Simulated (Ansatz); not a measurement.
The cell is COD entry 1538962, as deposited and not checked against the literature; nothing was relaxed. The listed cell was then made from it by scaling, straining or moving an atom.

An input for HgSe: DFT, PBEsol, all-electron LAPW, scalar-relativistic (Ansatz 0.2.0).

Command: `ansatz run input.yaml --threads 1 --pin off --max-ram 3072MiB --backend cpu --events-out ev --progress --plain --runs-dir out` The run took 30 s on 1 thread of Intel(R) Xeon(R) 6975P-C (Granite Rapids) (shared host), peak memory 0.44 GiB.

```yaml
crystal:
  lattice:
    - [0.0, 2.9949679431, 2.9949679431]
    - [2.9949679431, 0.0, 2.9949679431]
    - [2.9949679431, 2.9949679431, 0.0]
  atoms:
    - { symbol: Hg, position: [0.0, 0.0, 0.0] }
    - { symbol: Se, position: [0.75, 0.75, 0.75] }
kpoints:
  mp_grid: { grid: [9, 9, 9] }
  band_path:
    path:
      - [0.0, 0.0, 0.0]
      - [-0.5, -0.5, 0.0]
      - [-0.375, -0.375, 0.25]
      - [-0.375, 0.0, 0.375]
      - [0.0, 0.0, 0.0]
      - [0.0, 0.0, 0.5]
      - [-0.5, -0.25, 0.25]
      - [-0.5, -0.5, 0.0]
    npoints: 5
scf:
  occupations: { method: fermi_dirac, width: 0.02 }
hamiltonian:
  xc: pbesol
  pseudopotentials: { kind: all_electron, lapw: { basis_error: 0.00025 } }
output:
  forces: true
  stress: true
  eigenvalues: true
```

The results part of the log:

```
SCF 1 converged in 7 iterations: F = -599765.600485 eV  dr2 = 1.09e-8
NSCF: frozen V_eff on 36 k-points
SCF converged after 7 iterations
Free energy (F): -599765.600485 eV
Harris-Foulkes:  -599765.600485 eV  (|F-HF|=2.55e-8)
Internal energy: -599765.600377 eV  (E = F + TS)
E sigma→0 (E₀):  -599765.600431 eV
Entropy (-TS):   -0.000108 eV (-0.054 meV/atom)
Fermi energy:    11.170207 eV
--- Per-component energies (eV) ---
  E_band       = -6482.327241
  E_kinetic    = 678149.616884
  E_xc         = -12339.777171
  E_electrostatic = -1265575.440090  (all electrons and nuclei)
  E_smearing   = -0.000108  (= −TS)
  E_closure    = 0.000000  (closes the sum)
  E_atoms      = -599760.826423  (free atoms, spherical and without spin; not in F)
  Σ components = -599765.600485   (vs F -599765.600485, Δ=0.00e0)
  Basis errors (estimates in eV, not in F): energy 1.1e-4 per atom: plane waves 9.8e-5 (5.8e-5 summed), levels above the bands 2.0e-244, relativity 9.0e-9, radial functions 9.1e-6, core shells 6.3e-8; eigenvalues (radial functions only) 2.5e-7; not estimated: angular momenta, meshes, grids; target (lapw.basis_error) 2.5e-4; muffin-tin radii Se 1.247 Å, Hg 1.346 Å
--- Forces (eV/Å), atoms counted from 1 ---
  atom   1  Hg     0.00000000    -0.00000000     0.00000000
  atom   2  Se    -0.00000000     0.00000000     0.00000000
  max |Σ_I F_I| component: 4.63e-17 eV/Å
--- Stress (GPa, compression-positive) ---
        4.384292       0.000000      -0.000000
        0.000000       4.384292       0.000000
       -0.000000       0.000000       4.384292
  P = ⅓ Tr σ = 4.3843 GPa (43.843 kbar)
--- Band table (eV; the first three rows and the last of 35) ---
  k-point 0: bands = ["-333.5835", "-333.5835", "-333.5810", "-333.5810", "-333.5810", "-196.4491", "-136.1137", "-136.1137", "-136.1137", "-103.5627", "-81.5050", "-81.5050", "-81.5050", "-81.5037", "-81.5037", "-81.5037", "-81.5022", "-51.9773", "-51.9773", "-51.9773", "-36.5482", "-36.5482", "-36.5482", "-36.5441", "-36.5441", "-2.6821", "3.6899", "3.6899", "3.6899", "4.5233", "4.5233", "10.1791", "11.1561", "11.1561", "11.1561", "16.5197", "16.5197", "16.5197", "19.5612", "22.5666", "22.5666"]
  k-point 1: bands = ["-333.5835", "-333.5835", "-333.5810", "-333.5810", "-333.5810", "-196.4491", "-136.1137", "-136.1137", "-136.1137", "-103.5627", "-81.5050", "-81.5050", "-81.5050", "-81.5037", "-81.5037", "-81.5037", "-81.5022", "-51.9774", "-51.9773", "-51.9773", "-36.5483", "-36.5482", "-36.5482", "-36.5441", "-36.5441", "-2.6226", "3.7078", "3.7169", "3.7169", "4.5207", "4.5207", "9.3945", "11.0142", "11.0142", "11.6768", "16.2018", "16.7088", "16.7088", "20.4399", "21.6564", "21.6564"]
  k-point 2: bands = ["-333.5835", "-333.5835", "-333.5810", "-333.5810", "-333.5810", "-196.4491", "-136.1137", "-136.1137", "-136.1137", "-103.5627", "-81.5050", "-81.5050", "-81.5050", "-81.5037", "-81.5037", "-81.5037", "-81.5022", "-51.9776", "-51.9774", "-51.9774", "-36.5483", "-36.5482", "-36.5482", "-36.5440", "-36.5440", "-2.4677", "3.7813", "3.7813", "3.8042", "4.5225", "4.5225", "8.1043", "10.6802", "10.6802", "12.1274", "16.2621", "17.0850", "17.0850", "20.6527", "21.2286", "21.2286"]
  k-point 34: bands = ["-333.5835", "-333.5835", "-333.5810", "-333.5810", "-333.5810", "-196.4491", "-136.1137", "-136.1137", "-136.1137", "-103.5627", "-81.5050", "-81.5050", "-81.5050", "-81.5037", "-81.5037", "-81.5037", "-81.5022", "-51.9778", "-51.9777", "-51.9775", "-36.5485", "-36.5483", "-36.5482", "-36.5440", "-36.5440", "-1.9747", "3.9915", "4.1042", "4.3882", "4.4975", "5.0980", "5.6790", "8.1001", "8.7057", "14.7681", "16.0049", "17.1486", "18.8605", "21.1346", "23.0385", "24.1283"]
```
